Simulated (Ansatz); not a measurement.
# Be: relaxation of cell and atoms

These are results of Ansatz 0.2.0, DFT, PBE, PAW with Ansatz's default frozen-core files, scalar-relativistic, not measurements.

Command: `ansatz run input.yaml --threads 1 --pin off --max-ram 2048MiB --backend cpu --events-out ev --progress --plain --runs-dir out` The run took 5.7 s on 1 thread of Arm Neoverse V2, with other jobs on the host.

```yaml
crystal:
  lattice:
    - [0.0, 1.7717639764, 1.7717639764]
    - [1.7717639764, 0.0, 1.7717639764]
    - [1.7717639764, 1.7717639764, 0.0]
  atoms:
    - { symbol: Be, position: [0.0, 0.0, 0.0] }
kpoints:
  mp_grid: { grid: [20, 20, 20] }
scf:
  occupations: { method: fermi_dirac, width: 0.08 }
hamiltonian:
  xc: pbe
  pseudopotentials: { kind: paw }
output:
  forces: true
  stress: true
  write_density: true
  write_potential: true
  elf: true
  volumetric_format: npy
relax:
  f_tol: 0.005
  max_steps: 80
  cell: {}
```

The cell is built from the fcc type as a first guess.

The cutoff is 420 eV; energies and pressures of the walk include the program's estimate of the Pulay term.

Each frame lists the cell vectors (Å), then Cartesian positions (Å); symmetry keeps all forces zero. Free energies count from the first step, -92.3861 eV.

The walk took 6 evaluations in all; steps that aren't listed are left out.

Step 1: E = 0.0 meV, P = -22.90 GPa

```
cell 0.0000 1.7718 1.7718 1.7718 0.0000 1.7718 1.7718 1.7718 0.0000
Be    0.0000    0.0000    0.0000
```

Step 2: E = -196.0 meV, P = -16.63 GPa

```
cell 0.0000 1.6854 1.6854 1.6854 0.0000 1.6854 1.6854 1.6854 0.0000
Be    0.0000    0.0000    0.0000
```

Step 3: E = -293.7 meV, P = -4.19 GPa

```
cell 0.0000 1.5990 1.5990 1.5990 0.0000 1.5990 1.5990 1.5990 0.0000
Be    0.0000    0.0000    0.0000
```

Step 4: E = -297.5 meV, P = 1.24 GPa

```
cell 0.0000 1.5737 1.5737 1.5737 0.0000 1.5737 1.5737 1.5737 0.0000
Be    0.0000    0.0000    0.0000
```

(1) How does the relaxation end?

Results:

(1) It converges, with a = 3.158 Å, b = 3.158 Å, c = 3.158 Å, α = 90.00°, β = 90.00°, γ = 90.00° (conventional cell, space group Fm-3m). The last solve (on a basis chosen afresh for the final cell, so its energy is not quite comparable) gives E = -297.6 meV, P = -0.01 GPa:
```
cell 0.0000 1.5789 1.5789 1.5789 0.0000 1.5789 1.5789 1.5789 0.0000
Be    0.0000    0.0000    0.0000
```
